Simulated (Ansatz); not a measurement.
Input and command of a plane-wave DFT calculation in Ansatz:

```yaml
crystal:
  lattice:
    - [0.0, 4.8271903441, -3.2381522489]
    - [0.0, -4.8271903441, -3.2381522489]
    - [-4.8271903441, 0.0, 3.2381522489]
  atoms:
    - { symbol: Sn, position: [0.25, 0.75, 0.5] }
    - { symbol: Sn, position: [0.75, 0.25, 0.5] }
    - { symbol: Sn, position: [0.0, 0.0, 0.0] }
    - { symbol: Sn, position: [0.5, 0.5, 0.0] }
    - { symbol: O, position: [0.5565765233, 0.75, 0.8065765233] }
    - { symbol: O, position: [0.0565765233, 0.25, 0.8065765233] }
    - { symbol: O, position: [0.9434234767, 0.75, 0.1934234767] }
    - { symbol: O, position: [0.4434234767, 0.25, 0.1934234767] }
    - { symbol: O, position: [0.5, 0.1934234767, 0.6934234767] }
    - { symbol: O, position: [0.0, 0.6934234767, 0.6934234767] }
    - { symbol: O, position: [0.5, 0.8065765233, 0.3065765233] }
    - { symbol: O, position: [0.0, 0.3065765233, 0.3065765233] }
basis:
  ecutwfc: 420
kpoints:
  mp_grid: { grid: [8, 8, 8] }
hamiltonian:
  xc: pbe
scf:
  occupations: { method: gaussian, width: 0.1 }
output:
  forces: true
  stress: true
  eigenvalues: true
relax:
  adjacent_minimum: "off"
  f_tol: 0.015
  max_steps: 60
  cell: { stress_tol: 0.15 }
```

```bash
ansatz run input.yaml --threads 2 --pin off --max-ram 5120MiB --backend cpu --events-out ev --progress --plain --runs-dir out
```

Processor: Arm Neoverse V1, 2 threads, on a host shared with other jobs.

Question: Estimate time, memory and problem size.

Answer: About 39 s on 2 threads of Arm Neoverse V1 (shared host), peak memory 0.71 GiB. It solves 64 bands at 59 k points (the mesh reduced by the symmetry that the task leaves, which can be less than the crystal's) with about 2975 plane waves (on the last cell), in 10 SCF iterations over 2 ionic steps.
